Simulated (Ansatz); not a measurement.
## Zr: stiffness from a series of strains

```
CELL_PARAMETERS angstrom
3.23200 0.00000 0.00000
-1.61600 2.79899 0.00000
0.00000 0.00000 5.14700
ATOMIC_POSITIONS crystal
Zr 0.33333 0.66667 0.25000
Zr 0.66667 0.33333 0.75000
```

Atoms are numbered in the order listed.

The geometry is COD entry 9008523, unchecked; take it as a test cell.

All numbers below come from DFT, PBEsol, all-electron LAPW, scalar-relativistic (Ansatz 0.2.0).

Sampling and basis: a Γ-centred 13×13×7 k mesh, Fermi–Dirac smearing of 0.08 eV, basis error target 1 meV/atom, no spin polarisation.

The strain is applied along the Cartesian axes of the cell as listed (γ is the engineering shear, twice εxy = εyz = εzx). Fractional coordinates are held (clamped ions).

σ is the change of stress from the unstrained cell, which is at -3.25 GPa; tension is positive, so slopes are stress–strain coefficients at that pressure. In a metal the k mesh adds noise.

Only quantities that a quadratic follows smoothly over the whole series are listed; rougher ones are left out.

```csv
γ,σxy (GPa),σyz (GPa)
-0.0300,-1.40,-0.78
-0.0200,-0.92,-0.51
-0.0100,-0.45,-0.24
0.0000,0.00,0.00
0.0100,0.43,0.22
0.0300,1.21,0.60
```

**Question.** Fit the series and read off the stiffness at zero strain.

**Answer.** Least-squares fits y = p0 + p1 x + p2 x² to the rows give σxy (GPa): p1 = 43.6, p2 = -110; σyz (GPa): p1 = 23.1, p2 = -100.

**Question.** One run, at γ = 0.0200, is withheld. Predict its row.

**Answer.** The fits give 0.83, 0.42; the run gave 0.83, 0.42.
